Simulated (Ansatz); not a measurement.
## Random displacements in WSe2

All numbers below come from DFT r2SCAN, scalar-relativistic, plane waves, PAW in Ansatz. Cutoff 500 eV, Γ-centred 12×12×2 k-points, Gaussian smearing of 0.05 eV. Spin–orbit coupling is left out, which matters for the heavy elements here. No spin polarisation. Energies are free energies at this smearing, counted from the undisturbed cell; pressure is positive in compression.

The starting cell (as given, not relaxed at this level; this form isn't the usual structure):

```
W Se
1.0
     3.31794    0.00000    0.00000
    -1.65897    2.87342    0.00000
     0.00000    0.00000   16.65814
W Se
1 2
Direct
  0.00000 0.00000 0.00000
  0.33333 0.66667 0.09979
  0.33333 0.66667 0.90021
```

The cell holds layers and no dispersion correction was added, so their binding is poorly described.

The atoms are displaced (Å, in the unstrained cell):

| atom | ux | uy | uz |
| --- | --- | --- | --- |
| W1 | 0.009 | 0.015 | 0.002 |
| Se2 | 0.008 | 0.018 | -0.019 |
| Se3 | -0.017 | -0.033 | 0.017 |

The cell is not strained.

**Question.** What are the energy change, the stress and the forces?

**Answer.** ΔE = 6.2 meV/atom; stress (xx, yy, zz, yz, xz, xy; compression positive) (0.09, 0.42, 0.99, -0.78, -0.34, -0.10) GPa; gap on the mesh 1.60 eV.
```
atom Fx (eV/Å) Fy Fz
  W1      -0.26  -0.46  -0.07
 Se2       0.03  -0.01   0.33
 Se3       0.23   0.46  -0.26
```

Cost: 1 run of about 0.52 core-minutes, on AMD EPYC 9R45 (Zen 5) (shared hosts).